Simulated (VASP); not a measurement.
# Si (Fd-3m) in VASP: a series of runs

Runs on Si. Level: PBE. Tasks: single point, relaxation of cell and atoms.

Program: VASP 6.6.1. These are calculated values, not measurements. Logs are shortened: lines on timing, memory, paths and dates and some standing lists are left out, and cuts for length are marked.

## (1) The crystal as given

The structure is cubic, space group Fd-3m (No. 227). Conventional cell: a = 5.470 Å, b = 5.470 Å, c = 5.470 Å, α = 90.00°, β = 90.00°, γ = 90.00°. Si (site symmetry -43m) is surrounded by 4 Si at 2.37 Å.

## (2) Single point, PBE

Input file INCAR:

```
SYSTEM = Si
  PREC = Accurate
  ENCUT = 520
  EDIFF = 1E-6
  ISMEAR = 0
  SIGMA = 0.02
  LREAL = .FALSE.
  LASPH = .TRUE.
  NELM = 100
  ALGO = Normal
  ISIF = 2
  LWAVE = .FALSE.
  LCHARG = .TRUE.
  GGA = PE
  LELF = .TRUE.
  LVHAR = .TRUE.
  NBANDS = 11
```

Input file KPOINTS:

```
Automatic mesh
0
G
  10 10 10
  0 0 0
```

Input file POSCAR:

```
Si
1.0
    0.0000000000      2.7351086733      2.7351086733
    2.7351086733      0.0000000000      2.7351086733
    2.7351086733      2.7351086733      0.0000000000
Si
2
Direct
    0.0000000000      0.0000000000      0.0000000000
    0.2500000000      0.2500000000      0.2500000000
```

Potentials or basis: VASP PAW PBE potentials, release 64 (Si).

Launch:

```sh
$ cat potpaw_PBE.64/Si/POTCAR > POTCAR
$ mpirun -np 1 vasp_std > vasp.out
```

OUTCAR:

```text
SYSTEM = Si
   PREC = Accurate
   ENCUT = 520
   EDIFF = 1E-6
   ISMEAR = 0
   LREAL = .FALSE.
   LASPH = .TRUE.
   NELM = 100
   ISIF = 2
   GGA = PE

 ion  position               nearest neighbor table
   1  0.000  0.000  0.000-   2 2.37   2 2.37   2 2.37   2 2.37
   2  0.250  0.250  0.250-   1 2.37   1 2.37   1 2.37   1 2.37

  LATTYP: Found a face centered cubic cell.
 ALAT       =     5.4702173466

  Lattice vectors:

 A1 = (   0.0000000000,   2.7351086733,   2.7351086733)
 A2 = (   2.7351086733,   0.0000000000,   2.7351086733)
 A3 = (   2.7351086733,   2.7351086733,   0.0000000000)

Analysis of symmetry for initial positions (statically):
=====================================================================
 Subroutine PRICEL returns:
 Original cell was already a primitive cell.

 Routine SETGRP: Setting up the symmetry group for a
 face centered cubic supercell.

 Subroutine GETGRP returns: Found 48 space group operations
 (whereof 24 operations were pure point group operations)
 out of a pool of 48 trial point group operations.

The static configuration has the point symmetry T_d .
 The point group associated with its full space group is O_h .

Analysis of symmetry for dynamics (positions and initial velocities):
=====================================================================
 Subroutine PRICEL returns:
 Original cell was already a primitive cell.

 Routine SETGRP: Setting up the symmetry group for a
 face centered cubic supercell.

 Subroutine GETGRP returns: Found 48 space group operations
 (whereof 24 operations were pure point group operations)
 out of a pool of 48 trial point group operations.

The dynamic configuration has the point symmetry T_d .
 The point group associated with its full space group is O_h .

 Subroutine INISYM returns: Found 48 space group operations
 (whereof 24 operations are pure point group operations),
 and found     1 'primitive' translations

----------------------------------------------------------------------------------------

                                     Primitive cell

  volume of cell :      40.9217

  direct lattice vectors                    reciprocal lattice vectors
     0.000000000  2.735108673  2.735108673    -0.182808093  0.182808093  0.182808093
     2.735108673  0.000000000  2.735108673     0.182808093 -0.182808093  0.182808093
     2.735108673  2.735108673  0.000000000     0.182808093  0.182808093 -0.182808093

  length of vectors
     3.868027780  3.868027780  3.868027780     0.316632905  0.316632905  0.316632905

  position of ions in fractional coordinates (direct lattice)
     0.000000000  0.000000000  0.000000000
     0.250000000  0.250000000  0.250000000

  ion indices of the primitive-cell ions
   primitive index   ion index
                 1           1
                 2           2

----------------------------------------------------------------------------------------

 KPOINTS: Automatic mesh

Automatic generation of k-mesh.
 Grid dimensions read from file:
 generate k-points for:   10   10   10

 Generating k-lattice:

  Cartesian coordinates                     Fractional coordinates (reciprocal lattice)
    -0.018280809  0.018280809  0.018280809     0.100000000  0.000000000  0.000000000
     0.018280809 -0.018280809  0.018280809     0.000000000  0.100000000  0.000000000
     0.018280809  0.018280809 -0.018280809     0.000000000  0.000000000  0.100000000

  Length of vectors
     0.031663290  0.031663290  0.031663290

  Shift w.r.t. Gamma in fractional coordinates (k-lattice)
     0.000000000  0.000000000  0.000000000

 Subroutine IBZKPT returns following result:
 ===========================================

 Found     47 irreducible k-points:

 Following reciprocal coordinates:
            Coordinates               Weight
  0.000000  0.000000  0.000000      1.000000
  0.100000  0.000000  0.000000      8.000000
  0.200000  0.000000  0.000000      8.000000
  0.300000  0.000000  0.000000      8.000000
  0.400000  0.000000  0.000000      8.000000
  0.500000  0.000000  0.000000      4.000000
[... 16 lines left out ...]
  0.300000  0.300000  0.000000      6.000000
  0.400000  0.300000  0.000000     24.000000
 [... further k-points ...]
   k-points           NKPTS =     47   k-points in BZ     NKDIM =     47   number of bands    NBANDS=     11
   number of dos      NEDOS =    301   number of ions     NIONS =      2
   total plane-waves  NPLWV =  27000
   dimension x,y,z NGX =    30 NGY =   30 NGZ =   30
   dimension x,y,z NGXF=    60 NGYF=   60 NGZF=   60
   ions per type =               2
   NGX,Y,Z   is equivalent  to a cutoff of  12.89, 12.89, 12.89 a.u.
   NGXF,Y,Z  is equivalent  to a cutoff of  25.79, 25.79, 25.79 a.u.
 SYSTEM =  Si
   PREC   = accura    normal or accurate (medium, high low for compatibility)
   ISTART =      0    job   : 0-new  1-cont  2-samecut
   ICHARG =      2    charge: 1-file 2-atom 10-const
   ISPIN  =      1    spin polarized calculation?
   LNONCOLLINEAR =      F non collinear calculations
   LSORBIT =      F    spin-orbit coupling
   LASPH  =      T    aspherical Exc in radial PAW
   ENCUT  =  520.0 eV  38.22 Ry    6.18 a.u.   7.19  7.19  7.19*2*pi/ulx,y,z
   NELM   =    100;   NELMIN=  2; NELMDL= -5     # of ELM steps
   EDIFF  = 0.1E-05   stopping-criterion for ELM
   LREAL  =      F    real-space projection
   EDIFFG = 0.1E-04   stopping-criterion for IOM
   NSW    =      0    number of steps for IOM
   IBRION =     -1    ionic relax: 0-MD 1-quasi-New 2-CG
   NFREE  =      0    steps in history (QN), initial steepest desc. (CG)
   ISIF   =      2    stress and relaxation
   ISYM   =      2    0-nonsym 1-usesym 2-fastsym
   POTIM  = 0.5000    time-step for ionic-motion
   TEBEG  =    0.0;   TEEND  =   0.0 temperature during run
   PSTRESS=    0.0 pullay stress
   NELECT =       8.0000    total number of electrons
   NUPDOWN=      -1.0000    fix difference up-down
   EMIN   =  10.00;   EMAX   =-10.00  energy-range for DOS
   EFERMI =   0.00;   METHOD = LEGACY
   ISMEAR =     0;   SIGMA  =   0.02  broadening in eV -4-tet -1-fermi 0-gaus
   EFERMI_NEDOS =   21; number of points for ismear=-14 and -15
   IALGO  =     38    algorithm
   IMIX   =      4    mixing-type and parameters
     AMIX     =   0.40;   BMIX     =  1.00
     AMIX_MAG =   1.60;   BMIX_MAG =  1.00
  volume/ion in A,a.u.               =      20.46       138.08
  Fermi-wavevector in a.u.,A,eV,Ry     =   0.950138  1.795501 12.282838  0.902763
  Thomas-Fermi vector in A             =   2.078487
   LORBIT       =      0    0 simple, 1 ext, 2 COOP (PROOUT), +10 PAW based schemes
   GGA     = PE    functional components
   LHFCALC =     F    Hartree Fock is set to
   AEXX    =    0.0000 exact exchange contribution
   IVDW    =     0    specifies the selected vdW correction
   LEPSILON=     F    determine dielectric tensor
   LRPA    =     F    only Hartree local field effects (RPA)
 non-spin polarized calculation
 Gauss-broadening in eV      SIGMA  =   0.02
  energy-cutoff  :      520.00
  volume of cell :       40.92
 maximum number of plane-waves:      1114
 NGX is ok and might be reduce to    30
   NGX = 15   NGY = 15   NGZ = 15

 number of electron       8.0000001 magnetization

 Free energy of the ion-electron system (eV)
  ---------------------------------------------------
  ext. energy  EPLUGINS =         0.00000000
  ---------------------------------------------------
  free energy    TOTEN  =       -10.84919860 eV

  energy without entropy =      -10.84919860  energy(sigma->0) =      -10.84919860

 E-fermi :   5.7071     XC(G=0):  -9.3242

 val. band max:        5.6078707443   @ k =   0.0000   0.0000   0.0000
 cond. band min:       6.2271160712   @ k =   0.4000   0.4000   0.0000
 fundamental gap:      0.6192453270
 Fermi energy:         5.7071108903

 k-point     1 :       0.0000    0.0000    0.0000
  band No.  band energies     occupation
      1      -6.2012      2.00000
      2       5.6079      2.00000
      3       5.6079      2.00000
      4       5.6079      2.00000
      5       8.1646      0.00000
      6       8.1646      0.00000
      7       8.1646      0.00000
      8       8.7324      0.00000
      9      13.3167      0.00000
     10      13.3167      0.00000
     11      13.4819      0.00000

 k-point     2 :       0.1000    0.0000    0.0000
  band No.  band energies     occupation
      1      -6.0728      2.00000
      2       4.4659      2.00000
      3       5.4143      2.00000
      4       5.4143      2.00000
      5       8.1285      0.00000
      6       8.4500      0.00000
      7       8.4500      0.00000
      8       9.7046      0.00000
      9      12.9672      0.00000
     10      12.9672      0.00000
     11      14.0113      0.00000

 k-point     3 :       0.2000    0.0000    0.0000
  band No.  band energies     occupation
      1      -5.6936      2.00000
      2       2.6269      2.00000
      3       5.0408      2.00000
      4       5.0408      2.00000
      5       7.7576      0.00000
      6       8.9517      0.00000
      7       8.9517      0.00000
      8      11.4795      0.00000
      9      12.6566      0.00000
     10      12.6566      0.00000
     11      14.6807      0.00000
[... 267 lines left out ...]
 k-point    23 :       0.3000    0.3000    0.0000
  band No.  band energies     occupation
      1      -4.6809      2.00000
      2       1.2041      2.00000
      3       3.4275      2.00000
      4       3.4275      2.00000
      5       6.4984      0.00000
      6       8.0450      0.00000
      7      12.1760      0.00000
      8      12.1760      0.00000
      9      14.5069      0.00000
     10      15.0299      0.00000
     11      17.9198      0.00000

 k-point    24 :       0.4000    0.3000    0.0000
  band No.  band energies     occupation
      1      -4.0802      2.00000
      2       0.2162      2.00000
      3       2.8168      2.00000
      4       3.2260      2.00000
      5       6.6858      0.00000
      6       7.8743      0.00000
      7      12.4592      0.00000
      8      12.6007      0.00000
      9      16.0147      0.00000
     10      16.1401      0.00000
     11      17.6234      0.00000

 [... further k-points ...]

------------------------ aborting loop because EDIFF is reached ----------------------------------------

  FORCE on cell =-STRESS in cart. coord.  units (eV):
  Direction    XX          YY          ZZ          XY          YZ          ZX
  --------------------------------------------------------------------------------------
  -------------------------------------------------------------------------------------
  Total       -0.0191509     -0.0191509     -0.0191509     -0.0000000      0.0000000     -0.0000000
  in kB       -0.7498003     -0.7498003     -0.7498003     -0.0000000      0.0000000     -0.0000000
  external PRESSURE =      -0.7498003 kB  Pullay stress =       0.0000000 kB

 VOLUME and BASIS-vectors are now :
 -----------------------------------------------------------------------------
  energy-cutoff  :      520.00
  volume of cell :       40.92
      direct lattice vectors                 reciprocal lattice vectors
     0.000000000  2.735108673  2.735108673    -0.182808093  0.182808093  0.182808093
     2.735108673  0.000000000  2.735108673     0.182808093 -0.182808093  0.182808093
     2.735108673  2.735108673  0.000000000     0.182808093  0.182808093 -0.182808093

 POSITION                                       TOTAL-FORCE (eV/Angst)
 -----------------------------------------------------------------------------------
      0.00000      0.00000      0.00000        -0.000000     -0.000000     -0.000000
      1.36755      1.36755      1.36755         0.000000      0.000000      0.000000
 -----------------------------------------------------------------------------------
    total drift:                               -0.000000     -0.000000     -0.000000

  FREE ENERGIE OF THE ION-ELECTRON SYSTEM (eV)
  ---------------------------------------------------
  free  energy   TOTEN  =       -10.8491985953 eV

  energy  without entropy=      -10.8491985953  energy(sigma->0) =      -10.84919860
```

Wall time 13 s (1 thread of Intel Xeon Platinum 8488C (Sapphire Rapids), shared host); peak memory 0.16 GiB.

Results:

* Free energy: -10.8492 eV
* Pressure: -0.1 GPa
* Band gap on the k mesh: 0.62 eV, indirect (least direct gap 2.56 eV)

## (3) Relaxation of cell and atoms, PBE

This run uses another cell than the first one, of 20.02 Å³/atom, 0.979 times its volume.

Input file INCAR:

```
SYSTEM = Si
PREC = Accurate
ENCUT = 600
EDIFF = 1E-7
ISMEAR = 0
SIGMA = 0.02
LREAL = .False.
LASPH = .True.
NELM = 100
ALGO = Fast
ISIF = 3
LWAVE = .False.
LCHARG = .False.
GGA = PE
IBRION = 2
NSW = 100
EDIFFG = -0.002
```

Input file KPOINTS:

```
regular mesh
0
Gamma
  10 10 10
  0 0 0
```

Input file POSCAR:

```
Si
1.0
    0.0000000000      2.7155000000      2.7155000000
    2.7155000000      0.0000000000      2.7155000000
    2.7155000000      2.7155000000      0.0000000000
Si
2
Direct
    0.0000000000      0.0000000000      0.0000000000
    0.2500000000      0.2500000000      0.2500000000
```

Potentials or basis: VASP PAW PBE potentials, release 64 (Si).

Launch:

```sh
$ cat potpaw_PBE.64/Si/POTCAR > POTCAR
$ mpirun -np 1 vasp_std > vasp.out
```

Run time: 20 s. Hardware: 1 thread of Intel Xeon Platinum 8488C (Sapphire Rapids), shared host; peak memory 0.17 GiB.

Results (log left out):

| Quantity | Value |
| --- | --- |
| Free energy | -10.8493 eV |
| Relaxed volume | 20.44 Å³/atom |
| Relaxed cell | a = 3.867 Å, b = 3.867 Å, c = 3.867 Å, α = 60.00°, β = 60.00°, γ = 60.00° |
| Space group after relaxing (to 0.05 Å) | Fd-3m (No. 227) |
| Energy gained by relaxing | 2.5 meV/atom |
| Ionic steps | 3 |
| Pressure after relaxing | 0.0 GPa |
| Band gap on the k mesh | 0.62 eV, indirect (least direct gap 2.56 eV) |

The path:
| step | energy change (eV) | largest force (eV/Å) | pressure (GPa) | volume (Å³) |
| --- | --- | --- | --- | --- |
| 1 | 0.0000 | 0.0000 | 1.93 | 40.05 |
| 2 | -0.0027 | 0.0000 | -1.21 | 41.46 |
| 3 | -0.0050 | 0.0000 | 0.01 | 40.89 |

Final structure:
```yaml
crystal:
  lattice:
    - [0.00000, 2.73431, 2.73431]
    - [2.73431, 0.00000, 2.73431]
    - [2.73431, 2.73431, 0.00000]
  atoms:
    - { symbol: Si, position: [0.00000, 0.00000, 0.00000] }
    - { symbol: Si, position: [0.25000, 0.25000, 0.25000] }
```

Levels at points of the mesh, in eV from the valence-band top:
```tsv
k point	band 1	band 2	band 3	band 4	band 5	band 6	band 7	band 8
(0.00, 0.00, 0.00)	-11.81	0.00	0.00	0.00	2.56	2.56	2.56	3.13
(0.50, 0.00, 0.00)	-9.54	-6.87	-1.18	-1.18	1.47	3.35	3.35	7.70
(0.50, 0.50, 0.00)	-7.75	-7.75	-2.79	-2.79	0.75	0.75	9.94	9.94
```

(Continued in part 2 of 2.)
